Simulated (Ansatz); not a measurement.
The system is W.

```
W
1.0
     2.80966    0.00000    0.00000
     0.00000    4.86387    0.00000
     0.00000    0.00000    4.92370
W
4
Direct
  0.79317 0.93684 0.75000
  0.20683 0.43684 0.75000
  0.20683 0.06316 0.25000
  0.79317 0.56316 0.25000
```

This isn't the form of W at room conditions, which is bcc.

Base run:

```yaml
Program: Ansatz 0.2.0
Functional: PBEsol
Potentials_or_basis: all-electron LAPW, scalar-relativistic
Cutoff: 276 eV
Density_cutoff: 1103 eV
Basis_error_allowed: 0.002 eV/atom
k_mesh: 9 × 6 × 6
Occupations: fermi-dirac, width 0.05 eV
Spin: no spin polarisation
```

Its results: pressure -10.6 GPa; largest force 0.070 eV/Å.

The run is repeated on the same cell with these changes: functional from PBEsol to LDA. What comes out?

Pressure -15.7 GPa; largest force 0.120 eV/Å.

LDA binds more tightly than PBEsol, so the same cell stands under less pressure.

Not every run made on this cell is shown here.
